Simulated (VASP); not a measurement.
# GeS (Pnma) in VASP: further runs

Runs on GeS. Level: rev-vdW-DF2. Tasks: relaxation of cell and atoms.

Program: VASP 6.6.1. These are calculated values, not measurements. Logs are shortened: lines on timing, memory, paths and dates and some standing lists are left out, and cuts for length are marked.

### 1 Starting point

The structure is orthorhombic, space group Pnma (No. 62). Conventional cell: a = 10.481 Å, b = 3.646 Å, c = 4.299 Å, α = 90.00°, β = 90.00°, γ = 90.00°. Ge (site symmetry m) is surrounded by 3 S at 2.44 to 2.45 Å. S (site symmetry m) has 3 Ge at 2.44 to 2.45 Å as nearest neighbours.

### 2 Relaxation of cell and atoms, rev-vdW-DF2

The input, INCAR:

```
SYSTEM = GeS
PREC = Accurate
ENCUT = 600
EDIFF = 1E-6
ISMEAR = 0
SIGMA = 0.03
LREAL = .FALSE.
LASPH = .TRUE.
NELM = 80
ALGO = Normal
ISIF = 3
LWAVE = .FALSE.
LCHARG = .FALSE.
GGA = MK
LUSE_VDW = .TRUE.
AGGAC = 0.0
PARAM1 = 0.1234
PARAM2 = 0.711357
ZAB_VDW = -1.8867
IBRION = 2
NSW = 90
EDIFFG = -0.01
KPAR = 2
```

The input, KPOINTS:

```
regular mesh
0
G
  4 8 6
  0 0 0
```

The input, POSCAR:

```
GeS
1.0
   10.4810000000      0.0000000000      0.0000000000
    0.0000000000      3.6460000000      0.0000000000
    0.0000000000      0.0000000000      4.2990000000
Ge S
4 4
Direct
    0.1221000000      0.2500000000      0.1277000000
    0.3779000000      0.7500000000      0.6277000000
    0.6221000000      0.2500000000      0.3723000000
    0.8779000000      0.7500000000      0.8723000000
    0.8495000000      0.2500000000      0.5023000000
    0.6505000000      0.7500000000      0.0023000000
    0.3495000000      0.2500000000      0.9977000000
    0.1505000000      0.7500000000      0.4977000000
```

Potentials or basis: VASP PAW PBE potentials, release 64 (Ge_d, S).

The run is started by

```sh
$ cat potpaw_PBE.64/Ge_d/POTCAR potpaw_PBE.64/S/POTCAR > POTCAR
$ mpirun -np 2 vasp_std > vasp.out
```

OUTCAR:

```text
SYSTEM = GeS
   PREC = Accurate
   ENCUT = 600
   EDIFF = 1E-6
   ISMEAR = 0
   LREAL = .FALSE.
   LASPH = .TRUE.
   NELM = 80
   ISIF = 3
   GGA = MK
   IBRION = 2
   NSW = 90
   EDIFFG = -0.01

 ion  position               nearest neighbor table
   1  0.122  0.250  0.128-   8 2.44   8 2.44   7 2.45
   2  0.378  0.750  0.628-   7 2.44   7 2.44   8 2.45
   3  0.622  0.250  0.372-   6 2.44   6 2.44   5 2.45
   4  0.878  0.750  0.872-   5 2.44   5 2.44   6 2.45
   5  0.849  0.250  0.502-   4 2.44   4 2.44   3 2.45
   6  0.651  0.750  0.002-   3 2.44   3 2.44   4 2.45
   7  0.349  0.250  0.998-   2 2.44   2 2.44   1 2.45
   8  0.151  0.750  0.498-   1 2.44   1 2.44   2 2.45

  LATTYP: Found a simple orthorhombic cell.
 ALAT       =     3.6460000000
 B/A-ratio  =     1.1791003840
 C/A-ratio  =     2.8746571585

  Lattice vectors:

 A1 = (   0.0000000000,   3.6460000000,   0.0000000000)
 A2 = (   0.0000000000,   0.0000000000,   4.2990000000)
 A3 = (  10.4810000000,   0.0000000000,   0.0000000000)

Analysis of symmetry for initial positions (statically):
=====================================================================
 Subroutine PRICEL returns:
 Original cell was already a primitive cell.

 Routine SETGRP: Setting up the symmetry group for a
 simple orthorhombic supercell.

 Subroutine GETGRP returns: Found  8 space group operations
 (whereof  2 operations were pure point group operations)
 out of a pool of  8 trial point group operations.

The static configuration has the point symmetry S_2 .
 The point group associated with its full space group is D_2h.

Analysis of symmetry for dynamics (positions and initial velocities):
=====================================================================
 Subroutine PRICEL returns:
 Original cell was already a primitive cell.

 Routine SETGRP: Setting up the symmetry group for a
 simple orthorhombic supercell.

 Subroutine GETGRP returns: Found  8 space group operations
 (whereof  2 operations were pure point group operations)
 out of a pool of  8 trial point group operations.

The dynamic configuration has the point symmetry S_2 .
 The point group associated with its full space group is D_2h.

 Subroutine INISYM returns: Found  8 space group operations
 (whereof  2 operations are pure point group operations),
 and found     1 'primitive' translations

----------------------------------------------------------------------------------------

                                     Primitive cell

[... 123 lines left out ...]
  volume/ion in A,a.u.               =      20.54       138.58
  Fermi-wavevector in a.u.,A,eV,Ry     =   1.287980  2.433930 22.570613  1.658893
  Thomas-Fermi vector in A             =   2.419962
   LORBIT       =      0    0 simple, 1 ext, 2 COOP (PROOUT), +10 PAW based schemes
   GGA     = MK    functional components
   LHFCALC =     F    Hartree Fock is set to
   AEXX    =    0.0000 exact exchange contribution
   IVDW_NL    =     1    kernel type
   BPARAM     = 6.3000
   IVDW    =     0    specifies the selected vdW correction
   LEPSILON=     F    determine dielectric tensor
   LRPA    =     F    only Hartree local field effects (RPA)
 conjugate gradient relaxation of ions
 non-spin polarized calculation
 Gauss-broadening in eV      SIGMA  =   0.03
  energy-cutoff  :      600.00
  volume of cell :      164.28
 maximum number of plane-waves:      5530
 NGX is ok and might be reduce to    84
   NGX = 41   NGY = 15   NGZ = 17

--------------------------------------- Ionic step        1  -------------------------------------------

 number of electron      80.0000042 magnetization

 Free energy of the ion-electron system (eV)
  ---------------------------------------------------
  ext. energy  EPLUGINS =         0.00000000
  ---------------------------------------------------
  free energy    TOTEN  =       -19.97627618 eV

  energy without entropy =      -19.97627618  energy(sigma->0) =      -19.97627618

------------------------ aborting loop because EDIFF is reached ----------------------------------------

  FORCE on cell =-STRESS in cart. coord.  units (eV):
  Direction    XX          YY          ZZ          XY          YZ          ZX
  --------------------------------------------------------------------------------------
  -------------------------------------------------------------------------------------
  Total        1.3436304      1.5821430      1.4417207      0.0000000     -0.0000000      0.0000000
  in kB       13.1039906     15.4301267     14.0606338      0.0000000     -0.0000000      0.0000000
  external PRESSURE =      14.1982504 kB  Pullay stress =       0.0000000 kB
[... 115 lines left out ...]
  energy  without entropy=      -19.9944229352  energy(sigma->0) =      -19.99442294

Total vdW correction in eV:     12.9317416

[... ionic steps 4 to 9 ...]

--------------------------------------- Ionic step       10  -------------------------------------------

 number of electron      80.0000048 magnetization

------------------------ aborting loop because EDIFF is reached ----------------------------------------
[... 83 lines left out ...]
--------------------------------------- Ionic step       12  -------------------------------------------

 number of electron      80.0000039 magnetization

 Free energy of the ion-electron system (eV)
  ---------------------------------------------------
  ext. energy  EPLUGINS =         0.00000000
  ---------------------------------------------------
  free energy    TOTEN  =       -19.99632023 eV

  energy without entropy =      -19.99632023  energy(sigma->0) =      -19.99632023

 E-fermi :   4.8607     XC(G=0): -10.1208

 val. band max:        4.6900262531   @ k =   0.0000   0.0000   0.3333
 cond. band min:       5.7896526009   @ k =   0.0000   0.0000   0.0000
 fundamental gap:      1.0996263478
 Fermi energy:         4.8606541207

 k-point     1 :       0.0000    0.0000    0.0000
  band No.  band energies     occupation
      1     -19.7089      2.00000
      2     -19.7057      2.00000
      3     -19.7020      2.00000
      4     -19.6999      2.00000
      5     -19.6998      2.00000
      6     -19.6982      2.00000
[... 1213 lines left out ...]
     47       8.6875      0.00000
     48       8.6875      0.00000

 [... further k-points ...]

------------------------ aborting loop because EDIFF is reached ----------------------------------------

  FORCE on cell =-STRESS in cart. coord.  units (eV):
  Direction    XX          YY          ZZ          XY          YZ          ZX
  --------------------------------------------------------------------------------------
  -------------------------------------------------------------------------------------
  Total       -0.0104722     -0.0191171      0.0318083      0.0000000      0.0000000      0.0000000
  in kB       -0.1006906     -0.1838111      0.3058373      0.0000000      0.0000000      0.0000000
  external PRESSURE =       0.0071119 kB  Pullay stress =       0.0000000 kB
[... 27 lines left out ...]
  energy  without entropy=      -19.9963202337  energy(sigma->0) =      -19.99632023

Total vdW correction in eV:     12.9102297

 reached required accuracy - stopping structural energy minimisation
```

CONTCAR:

```text
GeS
   1.00000000000000
    10.5593166616711276    0.0000000000000000    0.0000000000000000
     0.0000000000000000    3.6844820991899052    0.0000000000000001
     0.0000000000000000   -0.0000000000000000    4.2830015194895976
  Ge              S
     4     4
Direct
     0.1226689784955045    0.2500000000000000    0.1255343376777230
     0.3773310215044955    0.7500000000000000    0.6255343376777232
     0.6226689784955045    0.2500000000000000    0.3744656623222772
     0.8773310215044955    0.7500000000000000    0.8744656623222768
     0.8503718055152835    0.2500000000000000    0.4976183101299643
     0.6496281944847165    0.7500000000000000    0.9976183101299644
     0.3503718055152835    0.2500000000000000    0.0023816898700358
     0.1496281944847166    0.7500000000000000    0.5023816898700355

  0.00000000E+00  0.00000000E+00  0.00000000E+00
  0.00000000E+00  0.00000000E+00  0.00000000E+00
  0.00000000E+00  0.00000000E+00  0.00000000E+00
  0.00000000E+00  0.00000000E+00  0.00000000E+00
  0.00000000E+00  0.00000000E+00  0.00000000E+00
  0.00000000E+00  0.00000000E+00  0.00000000E+00
  0.00000000E+00  0.00000000E+00  0.00000000E+00
  0.00000000E+00  0.00000000E+00  0.00000000E+00
```

Wall time 37 min (2 MPI ranks of Intel Xeon Platinum 8488C (Sapphire Rapids), shared host); peak memory 1 GiB.

What came out:

| Quantity | Value |
| --- | --- |
| Free energy | -19.9963 eV |
| Relaxed volume | 20.83 Å³/atom |
| Relaxed cell | a = 10.559 Å, b = 3.684 Å, c = 4.283 Å, α = 90.00°, β = 90.00°, γ = 90.00° |
| Space group after relaxing (to 0.05 Å) | Pnma (No. 62) |
| Energy gained by relaxing | 2.5 meV/atom |
| Ionic steps | 12 |
| Pressure after relaxing | 0.0 GPa |
| Largest force after relaxing | 0.010 eV/Å |
| Band gap on the k mesh | 1.10 eV, indirect (least direct gap 1.17 eV) |

Forces in eV/Å, atoms in the order of the input:
```
Ge  -0.001  0.000 -0.004
Ge   0.001  0.000 -0.004
Ge  -0.001  0.000  0.004
Ge   0.001  0.000  0.004
S    0.000  0.000 -0.010
S    0.000  0.000 -0.010
S    0.000  0.000  0.010
S    0.000  0.000  0.010
```

Step by step:
| step | energy change (eV) | largest force (eV/Å) | pressure (GPa) | volume (Å³) |
| --- | --- | --- | --- | --- |
| 1 | 0.0000 | 0.1973 | 1.42 | 164.28 |
| 2 | -0.0148 | 0.0948 | -0.55 | 168.65 |
| 3 | -0.0181 | 0.0249 | -0.04 | 167.33 |
| 4 | -0.0181 | 0.0273 | 0.01 | 167.27 |
| 5 | -0.0184 | 0.0249 | 0.01 | 167.23 |
| 6 | -0.0190 | 0.0227 | 0.06 | 167.11 |
| 7 | -0.0191 | 0.0364 | 0.02 | 166.87 |
| 8 | -0.0192 | 0.0294 | -0.01 | 166.96 |
| 9 | -0.0194 | 0.0261 | 0.05 | 166.92 |
| 10 | -0.0198 | 0.0171 | 0.08 | 166.82 |
| 11 | -0.0200 | 0.0108 | 0.00 | 166.61 |
| 12 | -0.0200 | 0.0099 | 0.00 | 166.63 |

Final structure:
```xyz
8
Lattice="10.5593 0.0000 0.0000 0.0000 3.6845 0.0000 0.0000 0.0000 4.2830" Properties=species:S:1:pos:R:3 pbc="T T T"
Ge    1.2953    0.9211    0.5377
Ge    3.9844    2.7634    2.6792
Ge    6.5750    0.9211    1.6038
Ge    9.2640    2.7634    3.7453
S     8.9793    0.9211    2.1313
S     6.8596    2.7634    4.2728
S     3.6997    0.9211    0.0102
S     1.5800    2.7634    2.1517
```

Levels at points of the mesh, in eV from the valence-band top:
```tsv
k point	band 37	band 38	band 39	band 40	band 41	band 42	band 43	band 44
(0.00, 0.00, 0.00)	-1.57	-0.91	-0.76	-0.07	1.10	2.75	2.89	3.07
(0.50, 0.00, 0.00)	-1.81	-1.81	-0.36	-0.36	2.54	2.54	2.67	2.67
(0.00, 0.50, 0.00)	-1.34	-1.34	-1.05	-1.05	1.57	1.57	1.60	1.60
(0.50, 0.50, 0.00)	-1.40	-1.40	-1.40	-1.40	1.83	1.83	1.83	1.83
(0.00, 0.00, 0.50)	-0.86	-0.86	-0.21	-0.21	1.70	1.70	2.51	2.51
(0.50, 0.00, 0.50)	-0.63	-0.63	-0.24	-0.24	1.68	1.68	2.42	2.42
(0.00, 0.50, 0.50)	-2.15	-2.15	-1.35	-1.35	3.16	3.16	3.39	3.39
(0.50, 0.50, 0.50)	-1.43	-1.43	-1.43	-1.43	2.90	2.90	2.90	2.90
```

Caveat: the PAW data sets were made with another functional, which shifts forces and pressure a little. Zero-point motion and thermal expansion aren't in these numbers.

### 3 Relaxation of cell and atoms, rev-vdW-DF2

This run uses another cell than the first one, of 20.83 Å³/atom, 1.014 times its volume.

INCAR, as its differences from that of step 2:

```diff
@@ -3,3 +3,3 @@
 ENCUT = 600
-EDIFF = 1E-6
+EDIFF = 1E-7
 ISMEAR = 0
@@ -21,3 +21,3 @@
 NSW = 90
-EDIFFG = -0.01
+EDIFFG = -0.005
 KPAR = 2
```

KPOINTS is that of step 2.

The input, POSCAR:

```
GeS                                     
1.0
   10.5593166617      0.0000000000      0.0000000000
    0.0000000000      3.6844820992      0.0000000000
    0.0000000000     -0.0000000000      4.2830015195
  Ge              S             
     4     4
Direct
     0.1226689784955045    0.2500000000000000    0.1255343376777230
     0.3773310215044955    0.7500000000000000    0.6255343376777232
     0.6226689784955045    0.2500000000000000    0.3744656623222772
     0.8773310215044955    0.7500000000000000    0.8744656623222768
     0.8503718055152835    0.2500000000000000    0.4976183101299643
     0.6496281944847165    0.7500000000000000    0.9976183101299644
     0.3503718055152835    0.2500000000000000    0.0023816898700358
     0.1496281944847166    0.7500000000000000    0.5023816898700355
```

Potentials or basis: VASP PAW PBE potentials, release 64 (Ge_d, S).

The run is started by

```sh
$ cat potpaw_PBE.64/Ge_d/POTCAR potpaw_PBE.64/S/POTCAR > POTCAR
$ mpirun -np 2 vasp_std > vasp.out
```

Wall time 9.5 min (2 MPI ranks of Intel Xeon Platinum 8488C (Sapphire Rapids), shared host); peak memory 1 GiB.

The run converged. Its results:

* Free energy: -19.9967 eV
* Relaxed volume: 20.84 Å³/atom
* Relaxed cell: a = 10.560 Å, b = 3.685 Å, c = 4.285 Å, α = 90.00°, β = 90.00°, γ = 90.00°
* Space group after relaxing (to 0.05 Å): Pnma (No. 62)
* Energy gained by relaxing: 0.0 meV/atom
* Ionic steps: 2
* Pressure after relaxing: 0.0 GPa
* Largest force after relaxing: 0.003 eV/Å
* Band gap on the k mesh: 1.10 eV, indirect (least direct gap 1.17 eV)

Forces on the atoms (eV/Å):
```
Ge   0.002  0.000  0.002
Ge  -0.002  0.000  0.002
Ge   0.002  0.000 -0.002
Ge  -0.002  0.000 -0.002
S    0.000  0.000 -0.003
S    0.000  0.000 -0.003
S    0.000  0.000  0.003
S    0.000  0.000  0.003
```

Final structure:
```
CELL_PARAMETERS angstrom
10.56000 0.00000 0.00000
0.00000 3.68460 0.00000
0.00000 0.00000 4.28456
ATOMIC_POSITIONS crystal
Ge 0.12266 0.25000 0.12548
Ge 0.37734 0.75000 0.62548
Ge 0.62266 0.25000 0.37452
Ge 0.87734 0.75000 0.87452
S 0.85037 0.25000 0.49751
S 0.64963 0.75000 0.99751
S 0.35037 0.25000 0.00249
S 0.14963 0.75000 0.50249
```

Levels at points of the mesh, in eV from the valence-band top:
```
           k point  band 37  band 38  band 39  band 40  band 41  band 42  band 43  band 44
(0.00, 0.00, 0.00)    -1.56    -0.91    -0.76    -0.07     1.10     2.76     2.89     3.07
(0.50, 0.00, 0.00)    -1.80    -1.80    -0.36    -0.36     2.54     2.54     2.68     2.68
(0.00, 0.50, 0.00)    -1.34    -1.34    -1.05    -1.05     1.56     1.56     1.59     1.59
(0.50, 0.50, 0.00)    -1.40    -1.40    -1.40    -1.40     1.83     1.83     1.83     1.83
(0.00, 0.00, 0.50)    -0.86    -0.86    -0.21    -0.21     1.71     1.71     2.51     2.51
(0.50, 0.00, 0.50)    -0.63    -0.63    -0.24    -0.24     1.69     1.69     2.42     2.42
(0.00, 0.50, 0.50)    -2.15    -2.15    -1.35    -1.35     3.16     3.16     3.38     3.38
(0.50, 0.50, 0.50)    -1.43    -1.43    -1.43    -1.43     2.90     2.90     2.90     2.90
```

Caveat: the PAW data sets were made with another functional, which shifts forces and pressure a little. A k mesh can miss the band edges.
